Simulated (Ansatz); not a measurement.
## Ideal shear of a crystal plane in SiC

These are results of Ansatz 0.2.0, DFT r2SCAN, scalar-relativistic, plane waves, PAW, not measurements. Cutoff 500 eV, Γ-centred 10×10×2 k-points, Gaussian smearing of 0.05 eV. No spin polarisation. Energies are free energies at this smearing, counted from the undisturbed cell; pressure is positive in compression.

The undisturbed cell (relaxed at this level):

```
Si C
1.0
     2.17814   -2.17814    0.00000
     2.17814    0.00000   -2.17814
     8.71258    8.71258    8.71258
Si C
6 6
Direct
  0.00000 0.00000 0.39580
  0.33333 0.33333 0.22913
  0.66667 0.66667 0.56247
  0.00000 0.00000 0.89580
  0.33333 0.33333 0.72913
  0.66667 0.66667 0.06247
  0.66667 0.66667 0.43747
  0.00000 0.00000 0.27080
  0.33333 0.33333 0.60413
  0.66667 0.66667 0.93747
  0.00000 0.00000 0.77080
  0.33333 0.33333 0.10413
```

The cut lies on the cell's a–b face, a (1 -1 1) plane (indices in the standard cell, whose axes needn't be the Cartesian ones shown) of area 8.22 Å², between layers 1.89 Å apart. Vector c is tilted by f times 1·a + 1·b (length 5.335 Å) with the atoms' Cartesian places fixed: one unrelaxed fault a cell. The traction is dγ/du, the slope of γ against the slip u in Å.

| f | γ (mJ/m²) | traction (GPa) |
| --- | --- | --- |
| 0.0000 | 0 | 0.0 |
| 0.0833 | 695 | 31.8 |
| 0.1667 | 2724 | 56.0 |
| 0.2500 | 5239 | 51.3 |
| 0.3333 | 6600 | 0.0 |
| 0.4167 | 5515 | -34.7 |
| 0.5000 | 4225 | -19.4 |
| 0.5833 | 3879 | 2.1 |
| 0.6667 | 4037 | 0.0 |
| 0.7500 | 3557 | -23.3 |
| 0.8333 | 2091 | -38.0 |
| 0.9167 | 599 | -25.6 |

Problem. Read off the first barrier and the stress needed to climb it, and compare with Frenkel's sinusoid.

Solution. The first sampled maximum lies at f = 0.333, a slip of 1.78 Å, with γ ≈ 6600 mJ/m², which stands in for the unstable fault energy γ_us, and the steepest sampled slope before it is 56.0 GPa. A sinusoid γ = γ_us sin²(πu/λ) with its maximum there has λ = 3.56 Å and a largest slope πγ_us/λ = 58.3 GPa (1 mJ/m² per Å = 0.01 GPa). The stand-in is too high: a rotation axis of order three or more passes through this point, so the curvature is the same in every direction of the plane and the point is a peak of the γ-surface, which slip goes round.

Problem. Is there a metastable fault on this line?

Solution. The samples dip to a local minimum of 3879 mJ/m² at f = 0.583. It lies off the rotation axes, between two maxima that lie on them, so it is most likely the pass between two peaks of the γ-surface: a saddle for slip across the line, a better estimate of γ_us, and no metastable fault.

The cut is rigid; relaxing the faces lowers these energies and usually the stresses.

Cost: 12 runs of about 8.1 core-minutes in all, on Oxide Virtual Turin-like Processor (Zen 5) (shared hosts).